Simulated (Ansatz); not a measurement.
**Calculated with Ansatz: CdTe, single run**

input.yaml:

```yaml
crystal:
  lattice:
    - [-4.134501, 4.134501, 3.608666]
    - [4.134501, -4.134501, 3.608666]
    - [4.134501, 4.134501, -3.608666]
  atoms:
    - { symbol: Cd, position: [0.25, 0.25, 0.0] }
    - { symbol: Cd, position: [0.75, 0.75, 0.0] }
    - { symbol: Cd, position: [0.75, 0.25, 0.5] }
    - { symbol: Cd, position: [0.25, 0.75, 0.5] }
    - { symbol: Te, position: [0.679, 0.179, 0.858] }
    - { symbol: Te, position: [0.179, 0.321, 0.5] }
    - { symbol: Te, position: [0.321, 0.821, 0.142] }
    - { symbol: Te, position: [0.821, 0.679, 0.5] }
  symmetry: { tolerance: 0.0003 }
kpoints:
  mp_grid: { grid: [4, 4, 4], shift: [0, 0, 0] }
magnetization:
  spin_polarized: false
scf:
  occupations: { method: fermi_dirac }
  eigensolver: { kind: davidson }
hamiltonian:
  pseudopotentials: { kind: paw }
  xc: r2scan
basis:
  ecutwfc: 500
  precision: f64
  xc_grid: 2
output:
  forces: true
  stress: true
  eigenvalues: true
```

Run with:

```bash
ansatz run input.yaml --threads 1 --pin off --max-ram 2560MiB --backend cpu --events-out ev --progress --plain --runs-dir out
```

Origin of the cell: a known structure type with other elements, at an estimated volume, so it need not be a known compound.

The smearing width isn't typed, so it takes its default of 0.1 eV.

Output (shortened):

```
SCF iter   1: F=—  HF=-61052.793086 eV  Δρ=7.41e-3  dr2=2.97e-1  dr2_τ=4.83e-2
SCF iter   2: F=—  HF=-61052.793013 eV  Δρ=4.57e-3  dr2=1.23e-1  dr2_τ=3.09e-3  defer=8
SCF iter   3: F=—  HF=-61052.780761 eV  Δρ=9.34e-4  dr2=8.01e-3  dr2_τ=1.43e-4
SCF iter   4: F=—  HF=-61052.780417 eV  Δρ=5.11e-4  dr2=1.25e-3  dr2_τ=3.06e-5
SCF iter   5: F=—  HF=-61052.780660 eV  Δρ=1.59e-4  dr2=1.55e-4  dr2_τ=2.78e-6  defer=1
SCF iter   6: F=—  HF=-61052.780674 eV  Δρ=8.53e-5  dr2=6.09e-5  dr2_τ=6.09e-7
SCF iter   7: F=—  HF=-61052.780663 eV  Δρ=3.15e-5  dr2=8.14e-6  dr2_τ=4.86e-8
SCF iter   8: F=—  HF=-61052.780664 eV  Δρ=1.32e-5  dr2=4.96e-7  dr2_τ=1.70e-8
SCF iter   9: F=-61052.780664 eV  HF=-61052.780664 eV  Δρ=3.96e-6  dr2=5.36e-8  dr2_τ=1.79e-9
SCF 1 converged in 9 iterations: F = -61052.780664 eV  dr2 = 5.36e-8
SCF converged after 9 iterations
Free energy (F): -61052.780664 eV
Harris-Foulkes:  -61052.780664 eV  (|F-HF|=1.01e-8)
Internal energy: -61052.686619 eV  (E = F + TS)
E sigma→0 (E₀):  -61052.733642 eV
Entropy (-TS):   -0.094045 eV (-11.756 meV/atom)
Fermi energy:    8.719211 eV
--- Per-component energies (eV) ---
  E_band       = -3118.506547
  E_kinetic    = 2739.638917
  E_local      = -19517.843261  (includes V_loc(G=0)·N_el)
  E_nonlocal   = -1102.548851
  E_hartree    = 9952.708661
  E_xc         = -1130.504377
  E_vxc        = -1424.775553  (∫ρ·V_xc dr)
  E_paw        = -35172.211531  (= ΣΔE_a)
  E_vpaw       = -3814.612964  (= ΣTr[D̂ρ^β])
  E_aug_tail   = -0.000128  (compensation charges beyond the density's cutoff)
  E_vtau       = 96.207203  (kinetic-family band-sum trace: ∫τ·v_τ [+ j·A + Jᵃ·Aᵃ] dr)
  E_ewald      = -16820.806389
  E_core_change = -1.119661  (= ΣΔE_core)
  E_smearing   = -0.094045  (= −TS)
  Σ components = -61052.780664   (vs F -61052.780664, Δ=0.00e0)
--- Forces (eV/Å), atoms counted from 1 ---
  atom   1  Cd     0.000000     0.000000     0.000000
  atom   2  Cd     0.000000     0.000000     0.000000
  atom   3  Cd    -0.000000     0.000000     0.000000
  atom   4  Cd     0.000000    -0.000000     0.000000
  atom   5  Te     0.759947     0.759947     0.000000
  atom   6  Te    -0.759947     0.759947     0.000000
  atom   7  Te    -0.759947    -0.759947     0.000000
  atom   8  Te     0.759947    -0.759947     0.000000
  max |Σ_I F_I| component: 2.22e-16 eV/Å
--- Stress (GPa, compression-positive) ---
       -1.122675       0.000000      -0.000000
        0.000000      -1.122675      -0.000000
        0.000000      -0.000000       0.964165
  P = ⅓ Tr σ = -0.4271 GPa (-4.271 kbar)
```

Caveats: no spin-orbit coupling, though heavy elements are present.

The run took 48 s on 1 thread of Arm Neoverse V2, on a shared host, peak memory 0.74 GiB, from the program's own first density.
